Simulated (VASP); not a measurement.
# KI (Fm-3m) in VASP: notebook, part 2 of 2

VASP 6.6.1. Earlier steps stand in the parts before.

## (3) Single point, BLYP

This run uses another cell than the first one, of 49.19 Å³/atom.

INCAR reads:

```
SYSTEM = KI
AGGAC = 1.0 ; AGGAX = 1.0
ALDAC = 0.0 ; ALDAX = 1.0
ALGO = Normal ; EDIFF = 1E-6
ENCUT = 520 ; GGA = B5
ISIF = 2 ; ISMEAR = -1
LASPH = .True. ; LCHARG = .True.
LELF = .True. ; LREAL = .False.
LVHAR = .True. ; LWAVE = .False.
NBANDS = 15 ; NELM = 100
PREC = Accurate ; SIGMA = 0.05
```

KPOINTS reads:

```
k-points
0
Gamma
  7 7 7
  0 0 0
```

POSCAR reads:

```
KI
1.0
    0.0000000000      3.6641303766      3.6641303766
    3.6641303766      0.0000000000      3.6641303766
    3.6641303766      3.6641303766      0.0000000000
I K
1 1
Direct
    0.5000000000      0.5000000000      0.5000000000
    0.0000000000      0.0000000000      0.0000000000
```

Potentials or basis: VASP PAW PBE potentials, release 64 (I, K_sv).

Command:

```bash
$ cat potpaw_PBE.64/I/POTCAR potpaw_PBE.64/K_sv/POTCAR > POTCAR
$ mpirun -np 1 vasp_std > vasp.out
```

OUTCAR:

```text
SYSTEM = KI
   EDIFF = 1E-6
   ENCUT = 520
   GGA = B5
   ISIF = 2
   ISMEAR = -1
   LASPH = .True.
   LREAL = .False.
   NELM = 100
   PREC = Accurate

 ion  position               nearest neighbor table
   1  0.500  0.500  0.500-   2 3.66   2 3.66   2 3.66   2 3.66   2 3.66   2 3.66
   2  0.000  0.000  0.000-   1 3.66   1 3.66   1 3.66   1 3.66   1 3.66   1 3.66

  LATTYP: Found a face centered cubic cell.
 ALAT       =     7.3282607532

  Lattice vectors:

 A1 = (   0.0000000000,   3.6641303766,   3.6641303766)
 A2 = (   3.6641303766,   0.0000000000,   3.6641303766)
 A3 = (   3.6641303766,   3.6641303766,   0.0000000000)

Analysis of symmetry for initial positions (statically):
=====================================================================
 Subroutine PRICEL returns:
 Original cell was already a primitive cell.

 Routine SETGRP: Setting up the symmetry group for a
 face centered cubic supercell.

 Subroutine GETGRP returns: Found 48 space group operations
 (whereof 48 operations were pure point group operations)
 out of a pool of 48 trial point group operations.

The static configuration has the point symmetry O_h .

Analysis of symmetry for dynamics (positions and initial velocities):
=====================================================================
 Subroutine PRICEL returns:
 Original cell was already a primitive cell.

 Routine SETGRP: Setting up the symmetry group for a
 face centered cubic supercell.

 Subroutine GETGRP returns: Found 48 space group operations
 (whereof 48 operations were pure point group operations)
 out of a pool of 48 trial point group operations.

The dynamic configuration has the point symmetry O_h .

 Subroutine INISYM returns: Found 48 space group operations
 (whereof 48 operations are pure point group operations),
 and found     1 'primitive' translations

----------------------------------------------------------------------------------------

                                     Primitive cell
[... 114 lines left out ...]
   IVDW    =     0    specifies the selected vdW correction
   LEPSILON=     F    determine dielectric tensor
   LRPA    =     F    only Hartree local field effects (RPA)
 non-spin polarized calculation
  energy-cutoff  :      520.00
  volume of cell :       98.39
 maximum number of plane-waves:      2686
   NGX = 19   NGY = 19   NGZ = 19

 number of electron      16.0000000 magnetization

 Free energy of the ion-electron system (eV)
  ---------------------------------------------------
  ext. energy  EPLUGINS =         0.00000000
  ---------------------------------------------------
  free energy    TOTEN  =        -5.10940109 eV

  energy without entropy =       -5.10940109  energy(sigma->0) =       -5.10940109

 E-fermi :   0.5277     XC(G=0):  -6.4286

 val. band max:       -0.6155629356   @ k =   0.0000   0.0000   0.0000
 cond. band min:       3.1263259183   @ k =   0.0000   0.0000   0.0000
 fundamental gap:      3.7418888539
 Fermi energy:         0.5276846122

 k-point     1 :       0.0000    0.0000    0.0000
  band No.  band energies     occupation
      1     -29.3663      2.00000
      2     -12.9182      2.00000
      3     -12.9182      2.00000
      4     -12.9182      2.00000
      5     -10.9758      2.00000
      6      -0.6156      2.00000
      7      -0.6156      2.00000
      8      -0.6156      2.00000
      9       3.1263      0.00000
     10       5.8474      0.00000
     11       5.8474      0.00000
     12       5.8474      0.00000
     13       6.4560      0.00000
     14       6.4560      0.00000
[... 329 lines left out ...]
      2     -12.9501      2.00000
      3     -12.9382      2.00000
      4     -12.9295      2.00000
      5     -10.8433      2.00000
      6      -1.2658      2.00000
      7      -1.2511      2.00000
      8      -1.0045      2.00000
      9       5.4575      0.00000
     10       5.7566      0.00000
     11       6.1677      0.00000
     12       7.1216      0.00000
     13       7.8041      0.00000
     14       8.2988      0.00000
     15       8.8561      0.00000

------------------------ aborting loop because EDIFF is reached ----------------------------------------

  FORCE on cell =-STRESS in cart. coord.  units (eV):
  Direction    XX          YY          ZZ          XY          YZ          ZX
  --------------------------------------------------------------------------------------
  -------------------------------------------------------------------------------------
  Total        0.0299211      0.0299211      0.0299211      0.0000000      0.0000000      0.0000000
  in kB        0.4872435      0.4872435      0.4872435      0.0000000      0.0000000      0.0000000
  external PRESSURE =       0.4872435 kB  Pullay stress =       0.0000000 kB

 VOLUME and BASIS-vectors are now :
 -----------------------------------------------------------------------------
  energy-cutoff  :      520.00
  volume of cell :       98.39
      direct lattice vectors                 reciprocal lattice vectors
     0.000000000  3.664130377  3.664130377    -0.136458026  0.136458026  0.136458026
     3.664130377  0.000000000  3.664130377     0.136458026 -0.136458026  0.136458026
     3.664130377  3.664130377  0.000000000     0.136458026  0.136458026 -0.136458026

 POSITION                                       TOTAL-FORCE (eV/Angst)
 -----------------------------------------------------------------------------------
      3.66413      3.66413      3.66413        -0.000000     -0.000000     -0.000000
      0.00000      0.00000      0.00000         0.000000      0.000000      0.000000
 -----------------------------------------------------------------------------------
    total drift:                                0.000000     -0.000000     -0.000000

  FREE ENERGIE OF THE ION-ELECTRON SYSTEM (eV)
  ---------------------------------------------------
  free  energy   TOTEN  =        -5.1094010877 eV

  energy  without entropy=       -5.1094010877  energy(sigma->0) =       -5.10940109
```

stdout:

```text
POSCAR found type information on POSCAR I K
 POSCAR found :  2 types and       2 ions
 scaLAPACK will be used
 -----------------------------------------------------------------------------
|                                                                             |
|                                                                             |
|     You enforced a specific xc type in the INCAR file but a different       |
|     I HOPE YOU KNOW WHAT YOU ARE DOING!                                     |
|                                                                             |
 -----------------------------------------------------------------------------

 LDA part: xc-table for (Slater(with rela. corr.)+VWN5), standard interpolation
 POSCAR, INCAR and KPOINTS ok, starting setup
 FFT: planning ... GRIDC
 FFT: planning ... GRID_SOFT
 FFT: planning ... GRID
 WAVECAR not read
 entering main loop
```

Wall time 34 s (1 thread of Intel Xeon Platinum 8559C (Emerald Rapids), shared host); peak memory 0.25 GiB.

Results:

```
Free energy            : -5.1094 eV
Pressure               : 0.0 GPa
Band gap on the k mesh : 3.74 eV
```

Levels at points of the mesh, in eV from the valence-band top:
```
           k point  band 6  band 7  band 8  band 9  band 10  band 11
(0.00, 0.00, 0.00)    0.00    0.00    0.00    3.74     6.46     6.46
```

Caveat: the PAW data sets were made with another functional, which shifts forces and pressure a little; spin-orbit coupling is left out, which moves the levels of the heavy elements; an odd mesh through Γ misses points on the zone boundary, where band edges can lie.

## (4) Single point, revPBE

This run uses another cell than the first one, of 50.38 Å³/atom.

INCAR reads:

```
PREC = Accurate ; ENCUT = 520
EDIFF = 1E-7 ; ISMEAR = -1
SIGMA = 0.05 ; LREAL = F
LASPH = T ; NELM = 100
ALGO = Normal ; ISIF = 2
LWAVE = F ; LCHARG = F
GGA = RE ; NBANDS = 15
```

KPOINTS reads:

```
Automatic mesh
0
Gamma
  7 7 7
```

POSCAR reads:

```
KI
1.0
    0.0000000000      3.6932360301      3.6932360301
    3.6932360301      0.0000000000      3.6932360301
    3.6932360301      3.6932360301      0.0000000000
I K
1 1
Direct
    0.5000000000      0.5000000000      0.5000000000
    0.0000000000      0.0000000000      0.0000000000
```

Command:

```bash
$ cat potpaw_PBE.64/I/POTCAR potpaw_PBE.64/K_sv/POTCAR > POTCAR
$ mpirun -np 1 vasp_std > vasp.out
```

Run time: 31 s. Hardware: 1 thread of Intel Xeon Platinum 8559C (Emerald Rapids), shared host; peak memory 0.25 GiB.

Results (log left out):

```yaml
Free_energy: -5.2665 eV
Pressure: 0.0 GPa
Band_gap_on_the_k_mesh: 3.95 eV
```

Levels at points of the mesh, in eV from the valence-band top:
| k point | band 4 | band 5 | band 6 | band 7 | band 8 | band 9 | band 10 | band 11 | band 12 | band 13 |
| --- | --- | --- | --- | --- | --- | --- | --- | --- | --- | --- |
| (0.00, 0.00, 0.00) | -12.30 | -10.29 | 0.00 | 0.00 | 0.00 | 3.95 | 6.67 | 6.67 | 6.67 | 7.25 |

Caveat: the PAW data sets were made with another functional, which shifts forces and pressure a little; spin-orbit coupling is left out, which moves the levels of the heavy elements; an odd mesh through Γ misses points on the zone boundary, where band edges can lie.

## (5) Single point, RPBE

This run uses another cell than the first one, of 51.06 Å³/atom.

INCAR reads:

```
PREC = Accurate ; ENCUT = 520
EDIFF = 1E-6 ; ISMEAR = -1
SIGMA = 0.05 ; LREAL = F
LASPH = T ; NELM = 100
ALGO = Normal ; ISIF = 2
LWAVE = F ; LCHARG = F
GGA = RP ; NBANDS = 15
```

KPOINTS reads:

```
regular mesh
0
Gamma
  7 7 7
```

POSCAR reads:

```
KI
1.0
    0.0000000000      3.7099287074      3.7099287074
    3.7099287074      0.0000000000      3.7099287074
    3.7099287074      3.7099287074      0.0000000000
I K
1 1
Direct
    0.5000000000      0.5000000000      0.5000000000
    0.0000000000      0.0000000000      0.0000000000
```

Potentials or basis: VASP PAW PBE potentials, release 64 (I, K_sv).

Command:

```bash
$ cat potpaw_PBE.64/I/POTCAR potpaw_PBE.64/K_sv/POTCAR > POTCAR
$ mpirun -np 1 vasp_std > vasp.out
```

OUTCAR:

```text
PREC = Accurate
   ENCUT = 520
   EDIFF = 1E-6
   ISMEAR = -1
   LREAL = F
   LASPH = T
   NELM = 100
   ISIF = 2
   GGA = RP

 ion  position               nearest neighbor table
   1  0.500  0.500  0.500-
   2  0.000  0.000  0.000-

  LATTYP: Found a face centered cubic cell.
 ALAT       =     7.4198574148

  Lattice vectors:

 A1 = (   0.0000000000,   3.7099287074,   3.7099287074)
 A2 = (   3.7099287074,   0.0000000000,   3.7099287074)
 A3 = (   3.7099287074,   3.7099287074,   0.0000000000)

Analysis of symmetry for initial positions (statically):
=====================================================================
 Subroutine PRICEL returns:
 Original cell was already a primitive cell.

 Routine SETGRP: Setting up the symmetry group for a
 face centered cubic supercell.

 Subroutine GETGRP returns: Found 48 space group operations
 (whereof 48 operations were pure point group operations)
 out of a pool of 48 trial point group operations.

The static configuration has the point symmetry O_h .

[... 163 lines left out ...]
      1     -29.8921      2.00000
      2     -13.3190      2.00000
      3     -13.3190      2.00000
      4     -13.3190      2.00000
      5     -11.2439      2.00000
      6      -0.9782      2.00000
      7      -0.9782      2.00000
      8      -0.9782      2.00000
      9       2.9707      0.00000
     10       5.7044      0.00000
     11       5.7044      0.00000
     12       5.7044      0.00000
     13       6.2794      0.00000
     14       6.2794      0.00000
[... 329 lines left out ...]
      2     -13.3433      2.00000
      3     -13.3349      2.00000
      4     -13.3279      2.00000
      5     -11.1320      2.00000
      6      -1.5566      2.00000
      7      -1.5505      2.00000
      8      -1.3218      2.00000
      9       5.2690      0.00000
     10       5.5576      0.00000
     11       5.9330      0.00000
     12       6.8994      0.00000
     13       7.5457      0.00000
     14       8.0959      0.00000
     15       8.5888      0.00000

------------------------ aborting loop because EDIFF is reached ----------------------------------------

  FORCE on cell =-STRESS in cart. coord.  units (eV):
  Direction    XX          YY          ZZ          XY          YZ          ZX
  --------------------------------------------------------------------------------------
  -------------------------------------------------------------------------------------
  Total        0.0213346      0.0213346      0.0213346      0.0000000      0.0000000      0.0000000
  in kB        0.3347101      0.3347101      0.3347101      0.0000000      0.0000000      0.0000000
  external PRESSURE =       0.3347101 kB  Pullay stress =       0.0000000 kB

 VOLUME and BASIS-vectors are now :
 -----------------------------------------------------------------------------
  energy-cutoff  :      520.00
  volume of cell :      102.12
      direct lattice vectors                 reciprocal lattice vectors
     0.000000000  3.709928707  3.709928707    -0.134773479  0.134773479  0.134773479
     3.709928707  0.000000000  3.709928707     0.134773479 -0.134773479  0.134773479
     3.709928707  3.709928707  0.000000000     0.134773479  0.134773479 -0.134773479

 POSITION                                       TOTAL-FORCE (eV/Angst)
 -----------------------------------------------------------------------------------
      3.70993      3.70993      3.70993        -0.000000     -0.000000     -0.000000
      0.00000      0.00000      0.00000         0.000000      0.000000      0.000000
 -----------------------------------------------------------------------------------
    total drift:                                0.000000     -0.000000     -0.000000

  FREE ENERGIE OF THE ION-ELECTRON SYSTEM (eV)
  ---------------------------------------------------
  free  energy   TOTEN  =        -5.2706193543 eV

  energy  without entropy=       -5.2706193543  energy(sigma->0) =       -5.27061935
```

Wall time 26 s (1 thread of Intel Xeon Platinum 8559C (Emerald Rapids), shared host); peak memory 0.25 GiB.

What came out:

| Property | Result |
| --- | --- |
| Free energy | -5.2706 eV |
| Pressure | 0.0 GPa |
| Band gap on the k mesh | 3.95 eV |

Levels at points of the mesh, in eV from the valence-band top:
```
           k point  band 5  band 6  band 7  band 8  band 9  band 10  band 11  band 12
(0.00, 0.00, 0.00)  -10.27    0.00    0.00    0.00    3.95     6.68     6.68     6.68
```

Caveat: the PAW data sets were made with another functional, which shifts forces and pressure a little; spin-orbit coupling is left out, which moves the levels of the heavy elements; an odd mesh through Γ misses points on the zone boundary, where band edges can lie.

## (6) Single point, RPBE

This run uses another cell than the first one, of 51.06 Å³/atom.

INCAR reads:

```
SYSTEM = KI
ALGO = Normal
EDIFF = 1E-6
ENCUT = 520
GGA = RP
ISIF = 2
ISMEAR = -1
LASPH = .TRUE.
LCHARG = .TRUE.
LELF = .TRUE.
LREAL = .FALSE.
LVHAR = .TRUE.
LWAVE = .FALSE.
NBANDS = 15
NELM = 80
PREC = Accurate
SIGMA = 0.05
```

KPOINTS reads:

```
k-points
0
G
  7 7 7
  0 0 0
```

POSCAR is that of step 5.

Potentials or basis: VASP PAW PBE potentials, release 64 (I, K_sv).

Command:

```bash
$ cat potpaw_PBE.64/I/POTCAR potpaw_PBE.64/K_sv/POTCAR > POTCAR
$ mpirun -np 1 vasp_std > vasp.out
```

Run time: 26 s. Hardware: 1 thread of Intel Xeon Platinum 8559C (Emerald Rapids), shared host; peak memory 0.25 GiB.

It converged, with:

| Item | Value |
| --- | --- |
| Free energy | -5.2706 eV |
| Pressure | 0.0 GPa |
| Band gap on the k mesh | 3.95 eV |

Levels at points of the mesh, in eV from the valence-band top:
| k point | band 4 | band 5 | band 6 | band 7 | band 8 | band 9 | band 10 | band 11 | band 12 | band 13 |
| --- | --- | --- | --- | --- | --- | --- | --- | --- | --- | --- |
| (0.00, 0.00, 0.00) | -12.34 | -10.27 | 0.00 | 0.00 | 0.00 | 3.95 | 6.68 | 6.68 | 6.68 | 7.26 |

Caveat: the PAW data sets were made with another functional, which shifts forces and pressure a little; spin-orbit coupling is left out, which moves the levels of the heavy elements; an odd mesh through Γ misses points on the zone boundary, where band edges can lie.

## (7) Overview

```tsv
level	cell	gap on the mesh (eV)	pressure (GPa)
RPBE+D4	a = 5.076 Å, angles 60.0°, 2 atoms	4.17	0.0
BLYP	a = 5.182 Å, angles 60.0°, 2 atoms	3.74	0.0
revPBE	a = 5.223 Å, angles 60.0°, 2 atoms	3.95	0.0
RPBE	a = 5.247 Å, angles 60.0°, 2 atoms	3.95	0.0
```

Alike in all rows: task single point; potentials or basis VASP PAW PBE potentials, release 64 (I, K_sv); no spin polarisation; k mesh 7 × 7 × 7; cutoff (eV) 520; smearing fermi-dirac 0.05 eV.

Caveats: the PAW data sets were made with another functional, which shifts forces and pressure a little; spin-orbit coupling is left out, which moves the levels of the heavy elements; an odd mesh through Γ misses points on the zone boundary, where band edges can lie.

Total energies depend on the potentials used, so only differences within one code and one set of settings carry meaning.

## (8) Against experiment

Step 2. Measured gap of KI: 6.32 eV (a printed reference work, monograph). This calculation gives 4.17 eV (-2.15 eV). Spin-orbit coupling on I is left out. The value is that of RPBE+D4 on a finite k mesh, which can miss the band edges, without temperature or zero-point motion. Semilocal functionals fall short of measured gaps as a rule.

Step 3. A measured gap of KI is 6.32 eV (a printed reference work, monograph); the calculated 3.74 eV misses it by -2.58 eV. Spin-orbit coupling on I is left out. The value is that of BLYP on a finite k mesh, which can miss the band edges, without temperature or zero-point motion. Semilocal functionals fall short of measured gaps as a rule.

Step 4. Against the measured gap of KI, 6.32 eV (a printed reference work, monograph), the calculated 3.95 eV is off by -2.37 eV. Spin-orbit coupling on I is left out. The value is that of revPBE on a finite k mesh, which can miss the band edges, without temperature or zero-point motion. Semilocal functionals fall short of measured gaps as a rule.

Step 5. Measured gap of KI: 6.32 eV (a printed reference work, monograph). This calculation gives 3.95 eV (-2.37 eV). Spin-orbit coupling on I is left out. The value is that of RPBE on a finite k mesh, which can miss the band edges, without temperature or zero-point motion. Semilocal functionals fall short of measured gaps as a rule.

Step 6. Against the measured gap of KI, 6.32 eV (a printed reference work, monograph), the calculated 3.95 eV is off by -2.37 eV. Spin-orbit coupling on I is left out. The value is that of RPBE on a finite k mesh, which can miss the band edges, without temperature or zero-point motion. Semilocal functionals fall short of measured gaps as a rule.
